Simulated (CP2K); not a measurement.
InAs:

```
In As
1.0
     4.26810    0.00000    0.00000
     2.13405    3.69628    0.00000
     2.13405    1.23209    3.48489
In As
1 1
Direct
  0.00000 0.00000 0.00000
  0.75000 0.75000 0.75000
```

Base run:

- Program: CP2K 2026.2
- Functional: PBEsol
- Potentials or basis: POTENTIAL_UZH In GTH-PBE-q13, As GTH-PBE-q5; TZVP-MOLOPT-PBE-GTH basis
- Density cutoff: 9184 eV
- k mesh: 8 × 8 × 8
- Occupations: fermi-dirac, width 0.05 eV
- Spin: no spin polarisation

Its results: band gap on the k mesh none (metal or under the smearing width); pressure 2.8 GPa.

Q: The run is repeated on the same cell with these changes: functional from PBEsol to revPBE. What comes out?

A: Band gap on the k mesh none (metal or under the smearing width); pressure 5.7 GPa.

revPBE binds less tightly than PBEsol, so the same cell stands under more pressure.

Caveats: the potentials were made for another functional, which shifts forces and pressure; the basis of atomic orbitals isn't converged, which shifts pressures, moduli and gaps.

Not every run made on this cell is shown here.
